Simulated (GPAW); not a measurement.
The system is FeO (Wuestite).

```xyz
2
Lattice="1.5188 0.8769 2.5196 -1.5188 0.8769 2.5196 0.0000 -1.7538 2.5196" Properties=species:S:1:pos:R:3 pbc="T T T"
Fe    0.0000    0.0000    0.0000
O     0.0000    0.0000    3.7794
```

Base run:

| Property | Result |
| --- | --- |
| Program | GPAW 26.7.0 |
| Functional | LDA |
| Potentials or basis | the program's PAW data sets (release 1.2.1) made for this functional |
| Cutoff | 800 eV |
| Basis | pw |
| k mesh | 11 × 11 × 11 |
| Occupations | fermi-dirac, width 0.05 eV |
| Spin | collinear spin, ferromagnetic start |
| Starting moments | [3.0, 0.0] μB |

Its results: band gap on the k mesh none (metal or under the smearing width); pressure -16.2 GPa; net moment 4.00 μB per cell; site moments Fe +3.51; O +0.24 μB.

Question: The run is repeated on the same cell with these changes: potentials or basis from the program's PAW data sets (release 1.2.1) made for this functional to JTH PAW 2.0, LDA; valence electrons from 14 to 22. What comes out?

Answer: Band gap on the k mesh none (metal or under the smearing width); pressure -17.2 GPa; net moment 4.00 μB per cell; site moments Fe +3.52; O +0.29 μB.

Caveats: a cell with one magnetic atom can't hold antiferromagnetic order, which such compounds often take; semilocal functionals often make such compounds metallic where correlation or magnetic order opens a gap, which also shifts bond lengths; the program truncates these outside data sets (some runs).
